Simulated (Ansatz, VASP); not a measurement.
# Cross-check of GaAs between VASP and Ansatz, part 2 of 2

One calculation is typed for both programs; each brings its own data sets. How far apart do they land? Of the first pair: The structure shown is the end of the Ansatz relaxation below.

VASP 6.6.1 and Ansatz 0.2.0.

So far. Step 6 (VASP: single point, LDA, cell relaxed in part, pair 2): The run ends at a pressure of -0.62 GPa.

## Step 7: Side by side

What differs besides the data sets and the points named for the pairs above, as far as they apply: the data sets hold 28 valence electrons in Ansatz (on its PAW soft_1 files) and 18 in VASP. Total energies have different zeros and are not compared.

The two programs side by side:

```
              quantity  Ansatz   VASP  difference
        pressure (GPa)   -0.87  -0.62       -0.25
gap on the k mesh (eV)   0.310  0.353      -0.042
```

A gap on the mesh is an upper bound, since the band edges may lie between its points.

## Step 8: Ansatz: relaxation, LDA

The two programs are compared at the cell with which this relaxation starts, whose forces are those of its first step. The cell compared in this pair holds 42.81 Å³, against 44.51 Å³ for the pair before.

The structure compared here is the start of the Ansatz relaxation; VASP solves that cell, so the two are compared at the walk's first step.

input.yaml

```yaml
crystal:
  lattice:
    - [-0.0570507845, 2.7466696626, 2.8384297756]
    - [2.7466696626, -0.0570507845, 2.8384297756]
    - [2.6896188781, 2.6896188781, 0.0]
  atoms:
    - { symbol: Ga, position: [0.0022288995, 0.0022288995, -0.0022288995] }
    - { symbol: As, position: [0.7477711005, 0.7477711005, 0.7522288995] }
  conventional_axes: [[0, 0, 1], [1, -1, 0], [1, 1, -1]]
kpoints:
  mp_grid: { grid: [20, 20, 20] }
hamiltonian:
  xc: lda
  pseudopotentials: { kind: paw, azcp: { folder: soft_1 }, xc_functional: pbe }
scf:
  occupations: { method: gaussian, width: 0.02 }
output:
  forces: true
  stress: true
  eigenvalues: true
relax:
  adjacent_minimum: "off"
  f_tol: 0.001
  max_steps: 60
  cell: { stress_tol: 0.01, fix: [a, angles] }
```

Started as:

```
$ ansatz run input.yaml --threads 4 --pin off --max-ram 10240MiB --backend cpu --events-out ev --progress --plain --runs-dir out
```

Numbers of over 12 decimals in the logs are rounded to 6 here.

Output:

```text
[...]
Crystal: 2 atoms, lattice volume = 42.809 Å³
Basis set: ecut = 420 eV, 857 PW (Γ)
Bands: 18, of which v1, the nominal top of the filled ones, is band 14 counted from 1 (13 counted from 0)
Symmetry: 4 space group operations
[...]
k-points: 1166 of 8000 (time reversal used)
[...]
k-point 1165: bands = [... 10 lower, -2.2521, 1.0266, 5.3416, 5.8820, 9.4886, 10.2983, 18.6422, 18.8117]
--- Relaxed structure (3 steps of the walk, 3 accepted, 1 SCFs on fresh bases) ---
[...]
cell:  # Å, volume = 43.0016 Å³
    - [-0.057496, 2.747115, 2.850303]
    - [2.747115, -0.057496, 2.850303]
    - [2.6896188781, 2.6896188781, 0.0]
  atoms:
    - { symbol: Ga, position: [0.00300878, 0.00300878, -0.00300878] }
    - { symbol: As, position: [0.746991, 0.746991, 0.753009] }
[key lines of the parts left out:]
SCF converged after 7 iterations
Free energy (F): -8481.279104 eV
Fermi energy:    8.729188 eV
P = ⅓ Tr σ = 1.7599 GPa (17.599 kbar)
```

## Step 9: VASP: single point, LDA, start cell, pair 3

The same cell, functional (in two slightly different forms), mesh and smearing now go to VASP, with its own data sets.

INCAR

```
SYSTEM = GaAs
PREC = Accurate
ENCUT = 400
EDIFF = 1E-06
NELM = 120
ISMEAR = 0
SIGMA = 0.02
LREAL = .FALSE.
ALGO = Normal
GGA = PW92
NBANDS = 15
LORBIT = 11
LWAVE = .FALSE.
LCHARG = .FALSE.
ISIF = 2
LASPH = .TRUE.
GGA_COMPAT = .FALSE.
EFERMI = MIDGAP
KPAR = 2
```

POSCAR

```
GaAs
1.0
   -0.0570510000      2.7466700000      2.8384300000
    2.7466700000     -0.0570510000      2.8384300000
    2.6896190000      2.6896190000      0.0000000000
Ga As
1 1
Direct
    0.0022288730      0.0022288730      0.9977711270
    0.7477711270      0.7477711270      0.7522288730
```

KPOINTS

```
Automatic mesh
0
Gamma
20 20 20
0 0 0
```

PAW data sets: Ga_d and As (LDA family, release 64).

Started as:

```
$ mpirun -np 2 vasp_std
```

Output:

```text
[... set-up lines as in an earlier step ...]
 entering main loop
       N       E                     dE             d eps       ncg     rms          rms(c)
DAV:   1     0.736112095415E+02    0.73611E+02   -0.80153E+03 35987   0.145E+03
DAV:   2    -0.418675131617E+01   -0.77798E+02   -0.74615E+02 39516   0.282E+02
DAV:   3    -0.976969499426E+01   -0.55829E+01   -0.55634E+01 43002   0.642E+01
DAV:   4    -0.985107188685E+01   -0.81377E-01   -0.81364E-01 42378   0.867E+00
[...]
DAV:  10    -0.960501781954E+01   -0.27904E-05   -0.44987E-05 54163   0.773E-02    0.217E-02
DAV:  11    -0.960502236437E+01   -0.45448E-05   -0.70951E-06 41000   0.404E-02    0.293E-03
DAV:  12    -0.960502224008E+01    0.12429E-06   -0.52702E-07 28298   0.109E-02
   1 F= -.96050222E+01 E0= -.96050222E+01  d E =-.113237E-58
```

OUTCAR, selected parts (step 9):

```text
  Total        0.8152596      0.8152596      0.1947454      0.7837022      0.0000000      0.0000000
  in kB       30.5121484     30.5121484      7.2885973     29.3310682      0.0000000      0.0000000
  external PRESSURE =      22.7709647 kB  Pullay stress =       0.0000000 kB

 POSITION                                       TOTAL-FORCE (eV/Angst)
 -----------------------------------------------------------------------------------
      2.68962      2.68962      0.01265        -0.000000     -0.000000      0.099030
      4.03443      4.03443      4.24499         0.000000      0.000000     -0.099030
 -----------------------------------------------------------------------------------
    total drift:                               -0.000001     -0.000001     -0.000166

  FREE ENERGIE OF THE ION-ELECTRON SYSTEM (eV)
  ---------------------------------------------------
  free  energy   TOTEN  =        -9.6050222401 eV

  energy  without entropy=       -9.6050222401  energy(sigma->0) =       -9.60502224

[... 3 further parts left out ...]
[key lines of the parts left out:]
E-fermi :   4.8007
```

The run ends at a pressure of 2.28 GPa, with forces up to 0.099 eV/Å.

## Step 10: Comparison

What differs besides the data sets and the points named for the pairs above, as far as they apply: the data sets hold 28 valence electrons in Ansatz (on its PAW soft_1 files) and 18 in VASP; the cutoff is 420 eV in Ansatz and 400 eV in VASP. Total energies have different zeros and are not compared.

Forces (eV/Å; atoms numbered as in POSCAR):

```
atom        Ansatz x, y, z          VASP x, y, z
 Ga1   0.000, 0.000, 0.095   0.000, 0.000, 0.099
 As2  0.000, 0.000, -0.095  0.000, 0.000, -0.099
```

The forces differ by 2.3 meV/Å r.m.s., which is 4.1 % of the r.m.s. force of 0.057 eV/Å (both taken over all components).

## Step 11: Outcome

```yaml
difference_in_gap_on_the_k_mesh_single_point_lda_cell_relaxed_in_part_pair_1: -0.043 eV
difference_in_gap_on_the_k_mesh_single_point_lda_cell_relaxed_in_part_pair_2: -0.042 eV
r_m_s_force_difference_single_point_lda_start_cell_pair_3: 2.3 meV/Å
```

In words: The difference in gap on the k mesh is -0.043 eV (single point, LDA, cell relaxed in part, pair 1), within the 0.08 eV picked in this series as the mark of a large difference. The data sets hold unlike numbers of valence electrons (28 in Ansatz and 18 in VASP), so part of the differences may come from the potentials. 1 further pair of this series is not shown here. How closely two codes agree says nothing of how well the functional describes the real material.

[Lines on the potential files, build, host, timing and source positions are cut from VASP's logs without a mark.]

[Logs are printed without paths, hosts, clocks, repeated set-up lines and the standing remarks that a program may print on its own settings, such as how far it seeks lower states.]

[Hosts, paths, dates, database ids (printed as entryN), source tags and the programs' standing remarks are cut or masked in the printed files.]
